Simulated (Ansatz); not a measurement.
**As (diamond type): how the settings move a single-point run**

Question: which choices in the input matter for As (diamond type)?

Computed with Ansatz 0.2.0 (reference: DFT, PBEsol, PAW with Ansatz's default frozen-core files, scalar-relativistic, unless a step's input says otherwise).

1 further run of the same task is left out (it didn't finish). Runs told in other sessions of the task aren't counted.

**1. The starting structure**

Symmetry: Fd-3m, No. 227, cubic system. Conventional cell: a = 5.478 Å, b = 5.478 Å, c = 5.478 Å, α = 90.00°, β = 90.00°, γ = 90.00°. As (site symmetry -43m) is surrounded by 4 As at 2.37 Å.

As a file:

```
As
1.0
     0.00000    2.73889    2.73889
     2.73889    0.00000    2.73889
     2.73889    2.73889    0.00000
As
2
Cartesian
  -0.6847 -0.6847 -0.6847
  0.6847 0.6847 0.6847
```

**2. Reference**

The input, input.yaml:

```yaml
crystal:
  lattice:
    - [0.0, 2.7388905866, 2.7388905866]
    - [2.7388905866, 0.0, 2.7388905866]
    - [2.7388905866, 2.7388905866, 0.0]
  atoms:
    - { symbol: As, position: [-0.125, -0.125, -0.125] }
    - { symbol: As, position: [0.125, 0.125, 0.125] }
kpoints:
  mp_grid: { grid: [11, 11, 11] }
scf:
  occupations: { method: fermi_dirac, width: 0.08 }
hamiltonian:
  xc: pbesol
  pseudopotentials: { kind: paw }
output:
  forces: true
  stress: true
  eigenvalues: true
  populations: true
  write_density: true
  write_potential: true
  elf: true
  volumetric_format: npy
```

The run is started by

```sh
ansatz run input.yaml --threads 1 --pin off --max-ram 2048MiB --backend cpu --events-out ev --progress --plain --runs-dir out
```

**3. Changing settings: xc pbe, xc_grid 2**

input.yaml: that of step 2 with these lines changed.

```diff
@@ -13,3 +13,3 @@
 hamiltonian:
-  xc: pbesol
+  xc: pbe
   pseudopotentials: { kind: paw }
@@ -24 +24,3 @@
   volumetric_format: npy
+basis:
+  xc_grid: 2
```

Before running it: what results should come out? Wanted: for each run, ending; energy change; pressure; gap; force.

As calculated:

```
                 run     ending   energy change  pressure (GPa)  gap (eV)  force (eV/Å)  cycles   time
           reference  converged               -            23.7      0.00          0.00       6  3.5 s
1: xc pbe, xc_grid 2  converged  not comparable            27.6      0.00          0.00       8  4.1 s
```

Residual by cycle in the longest SCF loop of each run; runs are numbered as in the table. The quantity is the density residual dr2, in eV.

```
cycle  reference    run 1
    1    0.00445  0.00163
    2    0.00225   7.8e-4
    3     3.5e-4   1.2e-4
    4     1.2e-5   2.4e-5
    5     5.1e-7   4.9e-6
    6     2.2e-8   5.1e-7
    7          -   4.6e-8
    8          -   2.2e-9
```

A change of functional puts the total energy on another scale; the pressure goes from 23.7 to 27.6 GPa. At this fixed cell a higher pressure means that this functional prefers a larger volume than the reference. Semilocal functionals close small gaps, so the missing gap need not be the real solid's. The structure is not at rest: the sound run finds 24 GPa, so these are no properties of the relaxed crystal. 
